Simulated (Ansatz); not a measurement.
# InSb: the cost of one run

Program: Ansatz 0.2.0. Level of theory: DFT PBEsol, scalar-relativistic, plane waves, PAW. These are calculated values, not measurements.

17 further runs of the same task are left out: 17 set aside as unsound or not needed.

## 1. The starting structure

It takes space group Fm-3m (No. 225, cubic). The conventional cell has a = 6.037 Å, b = 6.037 Å, c = 6.037 Å, α = 90.00°, β = 90.00°, γ = 90.00°. In (site symmetry m-3m) has 6 Sb at 3.02 Å as nearest neighbours. Sb (site symmetry m-3m) has 6 In at 3.02 Å as nearest neighbours.

As a file:

```cif
data_structure
_symmetry_space_group_name_H-M 'P 1'
_symmetry_Int_Tables_number 1
_cell_length_a 4.2690
_cell_length_b 4.2690
_cell_length_c 4.2690
_cell_angle_alpha 60.000
_cell_angle_beta 60.000
_cell_angle_gamma 60.000
_cell_volume 55.01
loop_
_atom_site_label
_atom_site_type_symbol
_atom_site_fract_x
_atom_site_fract_y
_atom_site_fract_z
_atom_site_occupancy
In1 In 0.00000 0.00000 0.00000 1
Sb1 Sb 0.50000 0.50000 0.50000 1
```

It goes back to an entry of the Materials Project, which need not be the stable form.

It is the result of an earlier relaxation at this level (volume 27.51 Å³/atom; gap on the mesh: none (metal)).

## 2. The scan

The energy is mapped over volume and the cell's shape.

- volume per atom: 7 values from 25.30 to 29.71 Å³
- c/a of the conventional cell: 7 values from 0.834 to 1.200

Nothing else is relaxed (symmetry fixes all fractional coordinates). Energies count from the relaxed crystal. Points are written as (first, second).

## 3. Grid point (29.71 Å³, 0.834)

input.yaml reads:

```yaml
crystal:
  lattice:
    - [0.0, 3.2907545485, 2.7431729916]
    - [3.2907545485, 0.0, 2.7431729916]
    - [3.2907545485, 3.2907545485, 0.0]
  atoms:
    - { symbol: In, position: [0.0, 0.0, 0.0] }
    - { symbol: Sb, position: [0.5, 0.5, 0.5] }
basis:
  ecutwfc: 420
kpoints:
  mp_grid: { grid: [14, 14, 14] }
hamiltonian:
  xc: pbesol
  pseudopotentials: { kind: paw, azcp: { folder: soft_1 } }
scf:
  occupations: { method: gaussian, width: 0.15 }
output:
  forces: true
  stress: true
  eigenvalues: true
  write_density: true
  write_potential: true
  elf: true
  volumetric_format: npy
```

On the command line:

```bash
$ ansatz run input.yaml --threads 1 --pin off --max-ram 2048MiB --backend cpu --events-out ev --progress --plain --runs-dir out
```

What time and memory should one allow on 1 thread of Arm Neoverse N1, shared host?

About 30 s, with a peak of 0.46 GiB.
